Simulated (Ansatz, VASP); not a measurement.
**TiSi2: VASP beside Ansatz**

```
CELL_PARAMETERS angstrom
0.00000 4.11752 4.26290
2.38951 0.00000 4.26290
2.38951 4.11752 0.00000
ATOMIC_POSITIONS crystal
Ti 0.75000 0.75000 0.75000
Ti 0.50000 0.50000 0.50000
Si 0.41257 0.08743 0.41257
Si 0.08743 0.41257 0.08743
Si 0.16257 0.83743 0.16257
Si 0.83743 0.16257 0.83743
```

The cell is a database's computed one.

Alike in both runs: task relaxation of cell and atoms; functional PBEsol; dispersion D3(BJ); k mesh 7 × 7 × 7; occupations fermi-dirac, width 0.05 eV; no spin polarisation.

|  | VASP | Ansatz |
| --- | --- | --- |
| version | VASP 6.6.1 | Ansatz 0.2.0 |
| potentials or method | VASP PAW PBE potentials, release 64 (Ti_sv, Si) | Ansatz PAW |
| plane-wave cutoff (eV) | 600 | 420 |
| valence electrons in the cell | 40 | 40 |

VASP gave:

- gap on the k mesh at the Fermi level, each at its own relaxed structure (eV): none
- relaxed volume (Å³/atom): 13.27
- relaxed cell length with the largest relative difference (Å): 5.826
- energy change over the relaxation (meV/atom): -19

Task: What did Ansatz give for the same quantities?

Result: gap on the k mesh at the Fermi level, each at its own relaxed structure (eV): none; relaxed volume (Å³/atom): 13.26; relaxed cell length with the largest relative difference (Å): 5.823; energy change over the relaxation (meV/atom): -19.

A gap of «none» marks a metal or a gap that the smearing closes.

Caveats: pairwise dispersion overbinds metals, which lowers pressure and volume; the PAW data sets were made with another functional, which shifts forces and pressure a little (VASP); the plane-wave basis is chosen anew once the cell has moved, so the energies of steps on either side of that aren't comparable (Ansatz); the PAW data sets come from PBE, with cores solved anew for the run's functional, which leaves a small shift of forces and pressure (Ansatz).
